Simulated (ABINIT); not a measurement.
Crystal: GaP.

```xyz
2
Lattice="0.0000 2.7252 2.7252 2.7252 0.0000 2.7252 2.7252 2.7252 0.0000" Properties=species:S:1:pos:R:3 pbc="T T T"
Ga    0.0000    0.0000    0.0000
P     4.0879    4.0879    4.0879
```

| Item | Value |
| --- | --- |
| Program | ABINIT 10.8.3 (patched build) |
| Task | relaxation of cell and atoms |
| Functional | LDA |
| Potentials or basis | PseudoDojo NC SR LDA v0.4.1 standard |
| Cutoff | 1088 eV |
| k mesh | 6 × 6 × 6 |
| Occupations | fermi-dirac, width 0.05 eV |
| Spin | no spin polarisation |

At the start: pressure -2.9 GPa; volume 20.24 Å³/atom.

**Question.** How do energy, volume and symmetry change on relaxing?

**Answer.** Over 4 steps the energy falls by 6.4 meV/atom and the volume is 19.56 Å³/atom (-3.4 %); space group F-43m (No. 216, to 0.05 Å).

Step by step:
```tsv
step	energy change (eV)	largest force (eV/Å)	pressure (GPa)	volume (Å³)
1	0.0000	0.0000	-2.88	40.48
2	-0.0056	0.0000	-2.19	40.12
3	-0.0127	0.0000	0.12	39.06
4	-0.0128	0.0000	0.00	39.11
```

Final structure:
```
CELL_PARAMETERS angstrom
0.00000 2.69415 2.69415
2.69415 0.00000 2.69415
2.69415 2.69415 0.00000
ATOMIC_POSITIONS crystal
Ga 0.00000 0.00000 0.00000
P 0.75000 0.75000 0.75000
```
